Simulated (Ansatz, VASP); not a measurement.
## One calculation of BaTiO3, two programs

The input INCAR:

```
  PREC = Accurate
  ENCUT = 520
  EDIFF = 1E-7
  ISMEAR = -1
  SIGMA = 0.08
  LREAL = False
  LASPH = True
  NELM = 100
  ALGO = Normal
  ISIF = 2
  LWAVE = False
  LCHARG = True
  GGA = PS
  LELF = True
  LVHAR = True
  NBANDS = 28
```

Contents of KPOINTS:

```
regular mesh
0
Gamma
  7 7 7
```

The input POSCAR:

```
BaTiO3
1.0
    3.9998000000      0.0000000000      0.0000000000
    0.0000000000      3.9998000000      0.0000000000
    0.0000000000      0.0000000000      3.8974600000
Ba Ti O
1 1 3
Direct
    0.0000000000      0.0000000000      0.0000000000
    0.5000000000      0.5000000000      0.4820000000
    0.5000000000      0.5000000000      0.0160000000
    0.5000000000      0.0000000000      0.5150000000
    0.0000000000      0.5000000000      0.5150000000
```

Input for Ansatz:

```yaml
crystal:
  lattice:
    - [3.9998, 0.0, 0.0]
    - [0.0, 3.9998, 0.0]
    - [0.0, 0.0, 3.89746]
  atoms:
    - { symbol: Ba, position: [0.0, 0.0, 0.0] }
    - { symbol: Ti, position: [0.5, 0.5, 0.482] }
    - { symbol: O, position: [0.5, 0.5, 0.016] }
    - { symbol: O, position: [0.5, 0.0, 0.515] }
    - { symbol: O, position: [0.0, 0.5, 0.515] }
kpoints:
  mp_grid: { grid: [7, 7, 7] }
  band_path:
    path:
      - [0.0, 0.0, 0.0]
      - [0.0, 0.5, 0.0]
      - [0.5, 0.5, 0.0]
      - [0.0, 0.0, 0.0]
      - [0.0, 0.0, 0.5]
      - [0.0, 0.5, 0.5]
      - [0.5, 0.5, 0.5]
      - [0.0, 0.0, 0.5]
      - [0.0, 0.5, 0.0]
    npoints: 5
scf:
  occupations: { method: fermi_dirac, width: 0.08 }
hamiltonian:
  xc: pbesol
  pseudopotentials: { kind: all_electron, lapw: { basis_error: 0.001 } }
output:
  forces: true
  stress: true
  eigenvalues: true
```

Change from the starting cell: zz strain of -3 %.

Alike in both runs: task single point; functional PBEsol; k mesh 7 × 7 × 7; occupations fermi-dirac, width 0.08 eV; no spin polarisation.

```csv
,VASP,Ansatz
version,VASP 6.6.1,Ansatz 0.2.0
potentials or method,"VASP PAW PBE potentials, release 64 (Ba_sv, Ti_sv, O)","all-electron LAPW, scalar-relativistic"
plane-wave cutoff (eV),520,see its input
```

Ansatz gave:

* pressure (GPa): 2.0
* largest component of the traceless stress (GPa): 5.76
* rms of the force components (eV/Å): 0.152

Task: Which values does VASP return?

Result: Pressure (GPa): 4.1; largest component of the traceless stress (GPa): 5.98; rms of the force components (eV/Å): 0.174.

Atom by atom the forces differ by 0.026 eV/Å (rms over components). Ansatz ran all-electron here, so the differences hold the error of VASP's frozen core and of both bases.

Caveats: the PAW data sets were made with another functional, which shifts forces and pressure a little (VASP); spin-orbit coupling is left out, which moves the levels of the heavy elements; an odd mesh through Γ misses points on the zone boundary, where band edges often lie.
